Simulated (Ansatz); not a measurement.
BeS in Ansatz: the effect of functional

Crystal: BeS.

```
CELL_PARAMETERS angstrom
0.00000 2.42500 2.42500
2.42500 0.00000 2.42500
2.42500 2.42500 0.00000
ATOMIC_POSITIONS crystal
S 0.75000 0.75000 0.75000
Be 0.00000 0.00000 0.00000
```

Alike in all runs:

```yaml
Program: Ansatz 0.2.0
Task: single point
Potentials_or_basis: all-electron PAW datasets made for the crystal
k_mesh: 6 × 6 × 6
Occupations: fermi-dirac, width 0.05 eV
Spin: no spin polarisation
```

```csv
functional,cutoff,gap on the mesh (eV),pressure (GPa)
PBE,280 eV (chosen from the basis error),?,?
HSE06,310 eV (chosen from the basis error),4.06,0.2
PBE0,310 eV (chosen from the basis error),4.77,0.2
```

Q: What does the run with functional PBE give?

A: gap on the mesh 3.11 eV; pressure 1.6 GPa.

A k mesh can miss the band edges.
